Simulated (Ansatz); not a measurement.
Level of theory: Ansatz, DFT PBE, scalar-relativistic, plane waves, PAW. Settings: cutoff 420 eV, Γ-centred meshes spaced at most about 0.3 Å⁻¹, and about 0.25 Å⁻¹ or finer for metals (2π included), Gaussian smearing. No spin polarisation.

Each guess is relaxed in cell and atoms at zero pressure, on a coarse mesh first where it starts far from rest and then on a converged one. The steps can't lower the symmetry of the start, but it can rise. Energies are static (0 K, no zero-point motion).

Two unrelaxed guesses for MgGe2:

A.

```
CELL_PARAMETERS angstrom
0.00000 3.67088 3.67088
3.67088 0.00000 3.67088
3.67088 3.67088 0.00000
ATOMIC_POSITIONS crystal
Mg 0.50000 0.50000 0.50000
Mg 0.75000 0.75000 0.75000
Ge 0.12500 0.12500 0.12500
Ge 0.62500 0.12500 0.12500
Ge 0.12500 0.12500 0.62500
Ge 0.12500 0.62500 0.12500
```

B.

```
CELL_PARAMETERS angstrom
0.00000 3.78424 3.78424
3.78424 0.00000 3.78424
3.78424 3.78424 0.00000
ATOMIC_POSITIONS crystal
Mg 0.25000 0.25000 0.25000
Mg 0.00000 0.00000 0.00000
Ge 0.62500 0.62500 0.62500
Ge 0.12500 0.62500 0.62500
Ge 0.62500 0.12500 0.62500
Ge 0.62500 0.62500 0.12500
```

Question: Which guess leads to the lower structure, and by how much?

Answer: Both fall into one structure. A: Fd-3m at 16.5 Å³/atom → Fd-3m (cubic Laves (C15) type) at 20.6 Å³/atom; B: Fd-3m at 18.1 Å³/atom → Fd-3m (cubic Laves (C15) type) at 20.6 Å³/atom. Conventional cell: a = 7.903 Å. Around Mg lie 12 Ge at 3.28 Å and 4 Mg at 3.42 Å; Ge has 6 Ge at 2.79 Å and 6 Mg at 3.28 Å.

```yaml
crystal:
  lattice:
    - [0.00000, 3.95130, 3.95130]
    - [3.95130, 0.00000, 3.95130]
    - [3.95130, 3.95130, 0.00000]
  atoms:
    - { symbol: Mg, position: [0.50000, 0.50000, 0.50000] }
    - { symbol: Mg, position: [0.75000, 0.75000, 0.75000] }
    - { symbol: Ge, position: [0.12500, 0.12500, 0.12500] }
    - { symbol: Ge, position: [0.62500, 0.12500, 0.12500] }
    - { symbol: Ge, position: [0.12500, 0.12500, 0.62500] }
    - { symbol: Ge, position: [0.12500, 0.62500, 0.12500] }
```

Ends held by symmetry can be saddle points. This end isn't the lowest form computed: that has space group P-3m1 (No. 164), is reached from a Materials Project cell (its symmetry changed) and lies 119 meV/atom below it. Even the lowest of the cells shown lies +0.12 eV/atom against the elements. Some types were kept out of the candidates beforehand, so the set may lack a known form.
